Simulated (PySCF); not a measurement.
Compound: norbornene, C₇H₁₀.
Numbering: `[CH:1]1=[CH:2][C@H:3]2[CH2:4][CH2:5][C@@H:6]1[CH2:7]2` (hydrogens: H8 on C1; H9 on C2; H10 on C3; H11, H12 on C4; H13, H14 on C5; H15 on C6; H16, H17 on C7)

The geometry is computed with GFN2-xTB (gas phase).

**Question.** What internal coordinates does the optimisation give?

**Answer.** 
| bond | length (Å) |
| --- | --- |
| C1=C2 | 1.326 |
| C3–C4, C5–C6 | 1.547 |
| C4–C5 | 1.540 |
| C1–C6, C2–C3 | 1.507 |
| C3–C7, C6–C7 | 1.532 |
| C1–H8, C2–H9 | 1.075 |
| C3–H10, C6–H15 | 1.087 |
| C4–H11, C5–H14 | 1.089 |
| C4–H12, C5–H13 | 1.090 |
| C7–H16 | 1.089 |
| C7–H17 | 1.089 |

Bonds in one row agree within 0.01 Å and their mean is given. A selection of angles:
| angle | degrees |
| --- | --- |
| C2–C1–C6 | 107.5 |
| C2–C1–H8 | 128.4 |
| C6–C1–H8 | 124.0 |
| C2–C3–C4 | 105.5 |
| C2–C3–C7 | 100.4 |
| C2–C3–H10 | 116.2 |
| C4–C3–C7 | 100.7 |
| C4–C3–H10 | 114.4 |
| C7–C3–H10 | 117.5 |
| C3–C4–C5 | 102.9 |
| C3–C4–H11 | 111.4 |
| C3–C4–H12 | 110.3 |
| C5–C4–H11 | 112.5 |
| C5–C4–H12 | 111.4 |
| H11–C4–H12 | 108.3 |
| C6–C7–H16 | 112.9 |
| C6–C7–H17 | 113.6 |
| C3–C7–C6 | 93.4 |
| H16–C7–H17 | 109.8 |

Torsions: C6–C1–C2–C3 0° (synperiplanar); C1–C2–C3–C4 -71° (synclinal); C2–C3–C4–C5 68° (synclinal); C3–C4–C5–C6 0° (synperiplanar); C4–C5–C6–C7 37° (synclinal); C5–C6–C7–C3 -58° (synclinal); C2–C1–C6–C5 71° (synclinal); C2–C3–C7–C6 -50° (synclinal).

The 5-membered ring C3–C4–C5–C6–C7 has internal angles of 93.4° to 102.9°; it is puckered, 0.27 Å rms from its mean plane, widest ring torsion 58°. The C–C distances run from 1.326 Å (C1=C2, drawn double) to 1.547 Å (C5–C6, drawn single), a spread of 0.221 Å. The 5-membered ring C1–C2–C3–C7–C6 has internal angles of 93.4° to 107.5° (sum 509°, against 540° for a flat polygon); it is puckered, 0.25 Å rms from its mean plane, widest ring torsion 50°.

Point group: Cs (every atom within 0.08 Å of its image). No frequency check.
